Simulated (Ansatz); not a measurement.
Convergence notes, G0W0 on CsCl (CsCl type)

CsCl in the CsCl structure, relaxed with r2SCAN; one-shot G0W0 in Ansatz without spin-orbit coupling. No spin polarisation and no zero-point or thermal motion.

```xyz
2
Lattice="4.1407 0.0000 0.0000 0.0000 4.1407 0.0000 0.0000 0.0000 4.1407" Properties=species:S:1:pos:R:3 pbc="T T T"
Cs    0.0000    0.0000    0.0000
Cl    2.0703    2.0703    2.0703
```

Gaps are read over the mesh points alone. G0W0 here is at a finite number of bands, screening cutoff and k mesh, not at the basis limit.
```json
{"start": "PBE", "potentials": "PAW", "frequency model": "contour deformation", "mesh": "4×4×4", "empty bands": "267", "screening cutoff (eV)": "140", "Kohn-Sham gap (eV)": "5.21", "G0W0 gap (eV)": "7.58", "rough cost": "26 core-seconds"}
{"start": "PBE", "potentials": "PAW", "frequency model": "contour deformation", "mesh": "4×4×4", "empty bands": "490", "screening cutoff (eV)": "210", "Kohn-Sham gap (eV)": "5.21", "G0W0 gap (eV)": "7.67", "rough cost": "110 core-seconds"}
{"start": "HSE06", "potentials": "PAW", "frequency model": "contour deformation", "mesh": "4×4×4", "empty bands": "267", "screening cutoff (eV)": "140", "Kohn-Sham gap (eV)": "6.53", "G0W0 gap (eV)": "8.18", "rough cost": "100 core-seconds"}
{"start": "LDA", "potentials": "PAW", "frequency model": "contour deformation", "mesh": "4×4×4", "empty bands": "267", "screening cutoff (eV)": "140", "Kohn-Sham gap (eV)": "4.79", "G0W0 gap (eV)": "7.46", "rough cost": "30 core-seconds"}
{"start": "r2SCAN", "potentials": "PAW", "frequency model": "contour deformation", "mesh": "4×4×4", "empty bands": "267", "screening cutoff (eV)": "140", "Kohn-Sham gap (eV)": "5.91", "G0W0 gap (eV)": "8.22", "rough cost": "40 core-seconds"}
{"start": "PBE", "potentials": "PAW", "frequency model": "Godby-Needs pole", "mesh": "4×4×4", "empty bands": "267", "screening cutoff (eV)": "140", "Kohn-Sham gap (eV)": "5.21", "G0W0 gap (eV)": "7.56", "rough cost": "50 core-seconds"}
{"start": "PBE", "potentials": "PAW", "frequency model": "contour deformation", "mesh": "4×4×4", "empty bands": "115", "screening cutoff (eV)": "80", "Kohn-Sham gap (eV)": "5.21", "G0W0 gap (eV)": "7.42", "rough cost": "7 core-seconds"}
{"start": "PBE", "potentials": "norm-conserving", "frequency model": "contour deformation", "mesh": "4×4×4", "empty bands": "267", "screening cutoff (eV)": "140", "Kohn-Sham gap (eV)": "5.21", "G0W0 gap (eV)": "7.58", "rough cost": "40 core-seconds"}
```

G0W0 moves the gap on the mesh from 5.21 eV (PBE) to 7.67 eV (direct at Γ). Renormalisation factors Z lie between 0.78 and 0.86.

Raising bands and cutoff together moves the gap by +0.16 eV (80 to 140 eV), then +0.09 eV (140 to 210 eV); the last step is still large, so the basis limit isn't reached. Starting from HSE06 (6.53 eV against PBE's 5.21 eV) gives 8.18 eV, +0.60 eV from G0W0@PBE at the same screening cutoff. Starting from LDA (4.79 eV against PBE's 5.21 eV) gives 7.46 eV, -0.12 eV from G0W0@PBE at the same screening cutoff. Starting from r2SCAN (5.91 eV against PBE's 5.21 eV) gives 8.22 eV, +0.64 eV from G0W0@PBE at the same screening cutoff. The Godby-Needs plasmon pole differs from contour deformation by -0.02 eV. Norm-conserving potentials (wave cutoff 789 eV against 420 eV) shift the quasiparticle gap by 0.00 eV and the PBE gap by 0.00 eV. r2SCAN runs take a wave cutoff of 500 eV.
